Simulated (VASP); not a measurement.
# BN (Fmm2) in VASP: further runs

The runs below take BN through single point, with LDA.

Program: VASP 6.6.1. These are calculated values, not measurements. Logs are shortened: lines on timing, memory, paths and dates and some standing lists are left out, and cuts for length are marked.

## Step 1: The cell of the first run

The structure is orthorhombic, space group Fmm2 (No. 42). Conventional cell: a = 2.503 Å, b = 6.991 Å, c = 4.332 Å, α = 90.00°, β = 90.00°, γ = 90.00°. B (site symmetry mm2) has 3 N at 1.40 to 1.54 Å as nearest neighbours. Around N (site symmetry mm2) lie 3 B at 1.40 to 1.54 Å.

Measurements of this composition are mostly on another form, of space group No. 194.

## Step 2: Single point, LDA (all B atoms moved +0.100 Å, as atom 1 along Cartesian [0 0 1])

Input file INCAR:

```
SYSTEM = BN
ALGO     = Fast           ! electronic algorithm
EDIFF    = 1E-6           ! SCF threshold, eV
ENCUT    = 520            ! plane-wave cutoff, eV
ISIF     = 2              ! what is computed and relaxed
ISMEAR   = 0              ! smearing method
LASPH    = .True.         ! aspherical terms in the spheres
LCHARG   = .False.        ! write CHGCAR
LREAL    = .False.        ! projectors in reciprocal space
LWAVE    = .False.        ! write WAVECAR
NBANDS   = 11             ! bands
NELM     = 100            ! most SCF steps
PREC     = Accurate       ! precision mode
SIGMA    = 0.05           ! smearing width, eV
```

Input file KPOINTS:

```
k-points
0
Gamma
  12 12 12
  0 0 0
```

Input file POSCAR:

```
BN
1.0
    0.0000000000      3.4953158300      2.1660912400
    1.2516321000      0.0000000000      2.1660912400
    1.2516321000      3.4953158300      0.0000000000
B N
1 1
Direct
    0.0231317035      0.0231317035      0.9768682965
    0.6666513400      0.6666513400      0.3333486600
```

Potentials or basis: VASP PAW LDA potentials, release 64 (B, N).

On the command line:

```console
cat potpaw_LDA.64/B/POTCAR potpaw_LDA.64/N/POTCAR > POTCAR
mpirun -np 1 vasp_std > vasp.out
```

OUTCAR:

```text
SYSTEM = BN
   EDIFF = 1E-6
   ENCUT = 520
   ISIF = 2
   ISMEAR = 0
   LASPH = .True.
   LREAL = .False.
   NELM = 100
   PREC = Accurate

 ion  position               nearest neighbor table
   1  0.023  0.023  0.977-   2 1.40   2 1.40   2 1.54
   2  0.667  0.667  0.333-   1 1.40   1 1.40   1 1.54

  LATTYP: Found a face centered orthorhombic cell.
 ALAT       =     2.5032642000
 B/A-ratio  =     1.7306133647
 C/A-ratio  =     2.7926064137

  Lattice vectors:

 A1 = (   0.0000000000,   3.4953158300,   2.1660912400)
 A2 = (  -1.2516321000,   3.4953158300,   0.0000000000)
 A3 = (  -1.2516321000,   0.0000000000,   2.1660912400)

Analysis of symmetry for initial positions (statically):
=====================================================================
 Subroutine PRICEL returns:
 Original cell was already a primitive cell.

 Routine SETGRP: Setting up the symmetry group for a
 face centered orthorhombic supercell.

 Subroutine GETGRP returns: Found  4 space group operations
 (whereof  4 operations were pure point group operations)
 out of a pool of  8 trial point group operations.

The static configuration has the point symmetry C_2v.

Analysis of symmetry for dynamics (positions and initial velocities):
=====================================================================
 Subroutine PRICEL returns:
 Original cell was already a primitive cell.

 Routine SETGRP: Setting up the symmetry group for a
 face centered orthorhombic supercell.

 Subroutine GETGRP returns: Found  4 space group operations
 (whereof  4 operations were pure point group operations)
 out of a pool of  8 trial point group operations.

The dynamic configuration has the point symmetry C_2v.

 Subroutine INISYM returns: Found  4 space group operations
 (whereof  4 operations are pure point group operations),
 and found     1 'primitive' translations

----------------------------------------------------------------------------------------

                                     Primitive cell

  volume of cell :      18.9526

  direct lattice vectors                    reciprocal lattice vectors
     0.000000000  3.495315830  2.166091240    -0.399478409  0.143048590  0.230830535
     1.251632100  0.000000000  2.166091240     0.399478409 -0.143048590  0.230830535
     1.251632100  3.495315830  0.000000000     0.399478409  0.143048590 -0.230830535

  length of vectors
     4.112077822  2.501706252  3.712656147     0.483041027  0.483041027  0.483041027

  position of ions in fractional coordinates (direct lattice)
     0.023131703  0.023131703  0.976868297
[... 88 lines left out ...]
   PSTRESS=    0.0 pullay stress
   NELECT =       8.0000    total number of electrons
   NUPDOWN=      -1.0000    fix difference up-down
   EMIN   =  10.00;   EMAX   =-10.00  energy-range for DOS
   EFERMI =   0.00;   METHOD = LEGACY
   ISMEAR =     0;   SIGMA  =   0.05  broadening in eV -4-tet -1-fermi 0-gaus
   EFERMI_NEDOS =   21; number of points for ismear=-14 and -15
   IALGO  =     68    algorithm
   IMIX   =      4    mixing-type and parameters
     AMIX     =   0.40;   BMIX     =  1.00
     AMIX_MAG =   1.60;   BMIX_MAG =  1.00
  volume/ion in A,a.u.               =       9.48        63.95
  Fermi-wavevector in a.u.,A,eV,Ry     =   1.228047  2.320672 20.518928  1.508099
  Thomas-Fermi vector in A             =   2.362987
   LORBIT       =      0    0 simple, 1 ext, 2 COOP (PROOUT), +10 PAW based schemes
   GGA     = CA    functional components
   LHFCALC =     F    Hartree Fock is set to
   AEXX    =    0.0000 exact exchange contribution
   IVDW    =     0    specifies the selected vdW correction
   LEPSILON=     F    determine dielectric tensor
   LRPA    =     F    only Hartree local field effects (RPA)
 non-spin polarized calculation
 RMM-DIIS sequential band-by-band and
 Gauss-broadening in eV      SIGMA  =   0.05
  energy-cutoff  :      520.00
  volume of cell :       18.95
 maximum number of plane-waves:       529
   NGX = 15   NGY =  9   NGZ = 13

 number of electron       8.0000000 magnetization

 Free energy of the ion-electron system (eV)
  ---------------------------------------------------
  ext. energy  EPLUGINS =         0.00000000
  ---------------------------------------------------
  free energy    TOTEN  =       -19.09538447 eV

  energy without entropy =      -19.09538447  energy(sigma->0) =      -19.09538447

 E-fermi :   2.1119     XC(G=0): -10.2012

 val. band max:        1.8331804066   @ k =   0.5000  -0.3333   0.1667
 cond. band min:       5.9588164516   @ k =   0.5000   0.0000   0.0000
 fundamental gap:      4.1256360450
 Fermi energy:         2.1118791234

 k-point     1 :       0.0000    0.0000    0.0000
  band No.  band energies     occupation
      1     -15.8235      2.00000
      2      -2.6960      2.00000
      3      -0.7518      2.00000
      4       1.5727      2.00000
      5       6.3468      0.00000
      6      11.7136      0.00000
      7      14.6803      0.00000
      8      14.9509      0.00000
      9      16.4171      0.00000
     10      27.0446      0.00000
     11      28.1541      0.00000
[... 309 lines left out ...]
 k-point    24 :      -0.4167    0.1667    0.0000
  band No.  band energies     occupation
      1     -12.4582      2.00000
      2      -6.9131      2.00000
      3      -3.4212      2.00000
      4       1.2942      2.00000
      5       6.1141      0.00000
      6      13.0750      0.00000
      7      14.8880      0.00000
      8      16.6391      0.00000
      9      19.9836      0.00000
     10      22.1743      0.00000
     11      23.6195      0.00000

 [... further k-points ...]

------------------------ aborting loop because EDIFF is reached ----------------------------------------

  FORCE on cell =-STRESS in cart. coord.  units (eV):
  Direction    XX          YY          ZZ          XY          YZ          ZX
  --------------------------------------------------------------------------------------
  -------------------------------------------------------------------------------------
  Total        1.0860368     -0.1626016     -1.1517061      0.0000000      0.0000000      0.0000000
  in kB       91.8090054    -13.7456572    -97.3604064      0.0000000      0.0000000      0.0000000
  external PRESSURE =      -6.4323527 kB  Pullay stress =       0.0000000 kB

 VOLUME and BASIS-vectors are now :
 -----------------------------------------------------------------------------
  energy-cutoff  :      520.00
  volume of cell :       18.95
      direct lattice vectors                 reciprocal lattice vectors
     0.000000000  3.495315830  2.166091240    -0.399478409  0.143048590  0.230830535
     1.251632100  0.000000000  2.166091240     0.399478409 -0.143048590  0.230830535
     1.251632100  3.495315830  0.000000000     0.399478409  0.143048590 -0.230830535

 POSITION                                       TOTAL-FORCE (eV/Angst)
 -----------------------------------------------------------------------------------
      1.25163      3.49532      0.10021         0.000000      0.000000     -3.480893
      1.25163      3.49532      2.88806         0.000000      0.000000      3.480893
 -----------------------------------------------------------------------------------
    total drift:                                0.000001      0.000002     -0.000145

  FREE ENERGIE OF THE ION-ELECTRON SYSTEM (eV)
  ---------------------------------------------------
  free  energy   TOTEN  =       -19.0953844740 eV

  energy  without entropy=      -19.0953844740  energy(sigma->0) =      -19.09538447
```

stdout:

```text
POSCAR found type information on POSCAR B N
 POSCAR found :  2 types and       2 ions
 scaLAPACK will be used
 LDA part: xc-table for (Slater(with rela. corr.)+CA(PZ))
 , standard interpolation
 POSCAR, INCAR and KPOINTS ok, starting setup
 FFT: planning ... GRIDC
 FFT: planning ... GRID_SOFT
 FFT: planning ... GRID
 WAVECAR not read
 entering main loop
```

It took 36 s on 1 thread of Intel Xeon Platinum 8488C (Sapphire Rapids), shared host; peak memory 0.17 GiB.

What came out:

```
Free energy            : -19.0954 eV
Pressure               : -0.6 GPa
Largest force          : 3.481 eV/Å
Band gap on the k mesh : 4.13 eV, indirect (least direct gap 4.59 eV)
```

Forces in eV/Å, atoms in the order of the input:
```
B    0.000  0.000 -3.481
N    0.000  0.000  3.481
```

Stress tensor (GPa, compression positive):
```
 9.18  0.00  0.00
 0.00 -1.37  0.00
 0.00  0.00 -9.74
```

Levels at points of the mesh, in eV from the valence-band top:
| k point | band 1 | band 2 | band 3 | band 4 | band 5 | band 6 | band 7 | band 8 |
| --- | --- | --- | --- | --- | --- | --- | --- | --- |
| (0.00, 0.00, 0.00) | -17.66 | -4.53 | -2.58 | -0.26 | 4.51 | 9.88 | 12.85 | 13.12 |
| (0.50, 0.00, 0.00) | -14.55 | -9.04 | -3.83 | -0.87 | 4.13 | 9.55 | 12.92 | 15.17 |
| (0.50, 0.50, 0.00) | -14.36 | -8.84 | -4.88 | -0.91 | 6.54 | 9.18 | 11.99 | 13.42 |
| (0.50, 0.00, 0.50) | -17.45 | -6.24 | -2.61 | -0.25 | 9.27 | 9.84 | 12.09 | 12.99 |
| (0.00, 0.50, 0.50) | -14.25 | -8.64 | -4.92 | -1.88 | 4.40 | 9.78 | 13.88 | 17.84 |

Caveat: forces of over 1 eV/Å show positions far from the minimum, so gaps and moduli don't describe the material at rest. A k mesh can miss the band edges.

## Step 3: Single point, LDA (all B atoms moved -0.150 Å, as atom 1 along Cartesian [0 0 1])

Input file INCAR:

```
PREC = Accurate ; ENCUT = 520
EDIFF = 1E-6 ; ISMEAR = 0
SIGMA = 0.05 ; LREAL = F
LASPH = T ; NELM = 100
ALGO = Normal ; ISIF = 2
LWAVE = F ; LCHARG = F
NBANDS = 11
```

Input file KPOINTS:

```
regular mesh
0
Gamma
  12 12 12
```

Changes to POSCAR since step 2:

```diff
@@ -8,3 +8,3 @@
 Direct
-    0.0231317035      0.0231317035      0.9768682965
+   -0.0345759303     -0.0345759303      1.0345759303
     0.6666513400      0.6666513400      0.3333486600
```

Potentials or basis: VASP PAW LDA potentials, release 64 (B, N).

On the command line:

```console
cat potpaw_LDA.64/B/POTCAR potpaw_LDA.64/N/POTCAR > POTCAR
mpirun -np 1 vasp_std > vasp.out
```

OUTCAR:

```text
PREC = Accurate
   ENCUT = 520
   EDIFF = 1E-6
   ISMEAR = 0
   LREAL = F
   LASPH = T
   NELM = 100
   ISIF = 2

 ion  position               nearest neighbor table
   1  0.965  0.965  0.035-   2 1.29   2 1.53   2 1.53
   2  0.667  0.667  0.333-   1 1.29   1 1.53   1 1.53

  LATTYP: Found a face centered orthorhombic cell.
 ALAT       =     2.5032642000
 B/A-ratio  =     1.7306133647
 C/A-ratio  =     2.7926064137

  Lattice vectors:

 A1 = (   0.0000000000,   3.4953158300,   2.1660912400)
 A2 = (  -1.2516321000,   3.4953158300,   0.0000000000)
 A3 = (  -1.2516321000,   0.0000000000,   2.1660912400)

Analysis of symmetry for initial positions (statically):
=====================================================================
 Subroutine PRICEL returns:
 Original cell was already a primitive cell.

 Routine SETGRP: Setting up the symmetry group for a
 face centered orthorhombic supercell.

 Subroutine GETGRP returns: Found  4 space group operations
 (whereof  4 operations were pure point group operations)
[... 173 lines left out ...]
  band No.  band energies     occupation
      1     -15.8459      2.00000
      2      -2.7544      2.00000
      3      -1.2426      2.00000
      4       2.0485      2.00000
      5       6.3416      0.00000
      6      11.1558      0.00000
      7      14.8202      0.00000
      8      14.8893      0.00000
      9      17.0822      0.00000
     10      27.0402      0.00000
     11      27.3985      0.00000
[... 309 lines left out ...]
 k-point    24 :      -0.4167    0.1667    0.0000
  band No.  band energies     occupation
      1     -12.4261      2.00000
      2      -6.7106      2.00000
      3      -3.8374      2.00000
      4       0.8121      2.00000
      5       7.0073      0.00000
      6      12.3563      0.00000
      7      14.6363      0.00000
      8      16.4992      0.00000
      9      19.6191      0.00000
     10      22.4901      0.00000
     11      24.2300      0.00000

 [... further k-points ...]

------------------------ aborting loop because EDIFF is reached ----------------------------------------

  FORCE on cell =-STRESS in cart. coord.  units (eV):
  Direction    XX          YY          ZZ          XY          YZ          ZX
  --------------------------------------------------------------------------------------
  -------------------------------------------------------------------------------------
  Total       -1.4489827     -0.1354609      3.6405435      0.0000000      0.0000000      0.0000000
  in kB     -122.4909284    -11.4512950    307.7563006      0.0000000      0.0000000      0.0000000
  external PRESSURE =      57.9380257 kB  Pullay stress =       0.0000000 kB

 VOLUME and BASIS-vectors are now :
 -----------------------------------------------------------------------------
  energy-cutoff  :      520.00
  volume of cell :       18.95
      direct lattice vectors                 reciprocal lattice vectors
     0.000000000  3.495315830  2.166091240    -0.399478409  0.143048590  0.230830535
     1.251632100  0.000000000  2.166091240     0.399478409 -0.143048590  0.230830535
     1.251632100  3.495315830  0.000000000     0.399478409  0.143048590 -0.230830535

 POSITION                                       TOTAL-FORCE (eV/Angst)
 -----------------------------------------------------------------------------------
      1.25163      3.49532      4.18239         0.000000      0.000000      7.846205
      1.25163      3.49532      2.88806         0.000000      0.000000     -7.846205
 -----------------------------------------------------------------------------------
    total drift:                                0.000002      0.000001     -0.000498

  FREE ENERGIE OF THE ION-ELECTRON SYSTEM (eV)
  ---------------------------------------------------
  free  energy   TOTEN  =       -18.7358103909 eV

  energy  without entropy=      -18.7358103909  energy(sigma->0) =      -18.73581039
```

OSZICAR:

```text
N       E                     dE             d eps       ncg     rms          rms(c)
DAV:   1     0.100931446279E+02    0.10093E+02   -0.43551E+03  6328   0.654E+02
DAV:   2    -0.203230885551E+02   -0.30416E+02   -0.29248E+02  7270   0.146E+02
DAV:   3    -0.209819830975E+02   -0.65889E+00   -0.65794E+00  7567   0.194E+01
DAV:   4    -0.209838044308E+02   -0.18213E-02   -0.18213E-02  6764   0.122E+00
DAV:   5    -0.209838138512E+02   -0.94203E-05   -0.94203E-05  7450   0.743E-02    0.830E+00
DAV:   6    -0.190203991426E+02    0.19634E+01   -0.65356E+00  6604   0.140E+01    0.366E+00
DAV:   7    -0.187994739944E+02    0.22093E+00   -0.23701E-01  7294   0.353E+00    0.215E+00
DAV:   8    -0.187362160353E+02    0.63258E-01   -0.15983E-01  7156   0.246E+00    0.268E-01
DAV:   9    -0.187358147181E+02    0.40132E-03   -0.38567E-03  6766   0.520E-01    0.142E-01
DAV:  10    -0.187358035021E+02    0.11216E-04   -0.25757E-04  7340   0.141E-01    0.300E-02
DAV:  11    -0.187358095888E+02   -0.60867E-05   -0.15330E-05  7155   0.298E-02    0.197E-02
DAV:  12    -0.187358103909E+02   -0.80212E-06   -0.27903E-06  6841   0.110E-02
   1 F= -.18735810E+02 E0= -.18735810E+02  d E =-.786202E-22
```

stdout:

```text
POSCAR found type information on POSCAR B N
 POSCAR found :  2 types and       2 ions
 scaLAPACK will be used
 LDA part: xc-table for (Slater(with rela. corr.)+CA(PZ))
 , standard interpolation
 POSCAR, INCAR and KPOINTS ok, starting setup
 FFT: planning ... GRIDC
 FFT: planning ... GRID_SOFT
 FFT: planning ... GRID
 WAVECAR not read
 entering main loop
```

It took 34 s on 1 thread of Intel Xeon Platinum 8488C (Sapphire Rapids), shared host; peak memory 0.17 GiB.

What came out:

| Property | Result |
| --- | --- |
| Free energy | -18.7358 eV |
| Pressure | 5.8 GPa |
| Largest force | 7.846 eV/Å |
| Band gap on the k mesh | 2.53 eV, indirect (least direct gap 3.81 eV) |

Forces in eV/Å, atoms in the order of the input:
```
B    0.000  0.000  7.846
N    0.000  0.000 -7.846
```

Caveat: forces of over 1 eV/Å show positions far from the minimum, so gaps and moduli don't describe the material at rest. A k mesh can miss the band edges.

## Step 4: Single point, LDA (all B atoms moved +0.150 Å, as atom 1 along Cartesian [0 0 1])

Input file INCAR:

```
PREC     = Accurate       # precision mode
ENCUT    = 520            # plane-wave cutoff, eV
EDIFF    = 1E-7           # SCF threshold, eV
ISMEAR   = 0              # smearing method
SIGMA    = 0.05           # smearing width, eV
LREAL    = False          # projectors in reciprocal space
LASPH    = True           # aspherical terms in the spheres
NELM     = 80             # most SCF steps
ALGO     = Fast           # electronic algorithm
ISIF     = 2              # what is computed and relaxed
LWAVE    = False          # write WAVECAR
LCHARG   = False          # write CHGCAR
GGA      = CA             # functional
NBANDS   = 11             # bands
```

Input file KPOINTS:

```
Automatic mesh
0
Gamma
  12 12 12
```

Changes to POSCAR since step 3:

```diff
@@ -8,3 +8,3 @@
 Direct
-   -0.0345759303     -0.0345759303      1.0345759303
+    0.0346732303      0.0346732303      0.9653267697
     0.6666513400      0.6666513400      0.3333486600
```

On the command line:

```console
cat potpaw_LDA.64/B/POTCAR potpaw_LDA.64/N/POTCAR > POTCAR
mpirun -np 1 vasp_std > vasp.out
```

Run time: 40 s. Hardware: 1 thread of Intel Xeon Platinum 8488C (Sapphire Rapids), shared host; peak memory 0.17 GiB.

The run converged. Its results:

```yaml
Free_energy: -18.8883 eV
Pressure: 2.9 GPa
Largest_force: 4.744 eV/Å
Band_gap_on_the_k_mesh: 3.66 eV, indirect (least direct gap 4.20 eV)
```

Forces in eV/Å, atoms in the order of the input:
```
B    0.000  0.000 -4.744
N    0.000  0.000  4.744
```

Stress tensor (GPa, compression positive):
```
18.89  0.00  0.00
 0.00 -1.41  0.00
 0.00  0.00 -8.68
```

Levels at points of the mesh, in eV from the valence-band top:
```
           k point  band 1  band 2  band 3  band 4  band 5  band 6  band 7  band 8  band 9
(0.00, 0.00, 0.00)  -17.98   -4.87   -3.48   -0.02    4.19    8.94   12.59   13.67   14.30
(0.50, 0.00, 0.00)  -14.96   -9.41   -3.89   -1.14    3.66    8.90   12.57   14.81   19.39
(0.50, 0.50, 0.00)  -14.64   -9.05   -5.56   -1.43    6.70    8.80   11.75   13.12   17.72
(0.50, 0.00, 0.50)  -17.77   -6.58   -3.50    0.00    8.84    8.95   11.84   13.52   15.15
(0.00, 0.50, 0.50)  -14.52   -8.85   -5.59   -2.40    4.47    9.44   13.44   17.23   18.42
```

Caveat: forces of over 1 eV/Å show positions far from the minimum, so gaps and moduli don't describe the material at rest.

## Step 5: Summary

```tsv
cell	gap on the mesh (eV)	pressure (GPa)	largest force (eV/Å)
all B atoms moved +0.100 Å, as atom 1 along Cartesian [0 0 1]	4.13	-0.6	3.48
all B atoms moved -0.150 Å, as atom 1 along Cartesian [0 0 1]	2.53	5.8	7.85
all B atoms moved +0.150 Å, as atom 1 along Cartesian [0 0 1]	3.66	2.9	4.74
```

Alike in all rows: task single point; level LDA; potentials or basis VASP PAW LDA potentials, release 64 (B, N); no spin polarisation; k mesh 12 × 12 × 12; cutoff (eV) 520; smearing gaussian 0.05 eV.

Caveats: forces of over 1 eV/Å show positions far from the minimum, so gaps and moduli don't describe the material at rest.

Absolute energies hang on the potentials; compare differences alone.
